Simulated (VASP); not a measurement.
Input of a VASP 6.6.1 run:

INCAR

```
  PREC = Accurate
  ENCUT = 520
  EDIFF = 1E-6
  ISMEAR = -1
  SIGMA = 0.02
  LREAL = False
  LASPH = True
  NELM = 100
  ALGO = Normal
  ISIF = 2
  LWAVE = False
  LCHARG = False
  NBANDS = 11
```

Contents of KPOINTS:

```
Automatic mesh
0
Gamma
  8 8 8
```

The input POSCAR:

```
MgSe
1.0
    0.0000000000      2.7255000000      2.7255000000
    2.7255000000      0.0000000000      2.7255000000
    2.7255000000      2.7255000000      0.0000000000
Mg Se
1 1
Direct
    0.0000000000      0.0000000000      0.0000000000
    0.5000000000      0.5000000000      0.5000000000
```

Potentials or basis: VASP PAW LDA potentials, release 64 (Mg, Se).

Run with:

```sh
$ cat potpaw_LDA.64/Mg/POTCAR potpaw_LDA.64/Se/POTCAR > POTCAR
$ mpirun -np 1 vasp_std > vasp.out
```

(1) What does it give for the band gap on the k mesh?

(2) Predict the pressure.

Answers

(1) 1.65 eV, indirect (least direct gap 2.40 eV).

(2) -2.4 GPa.
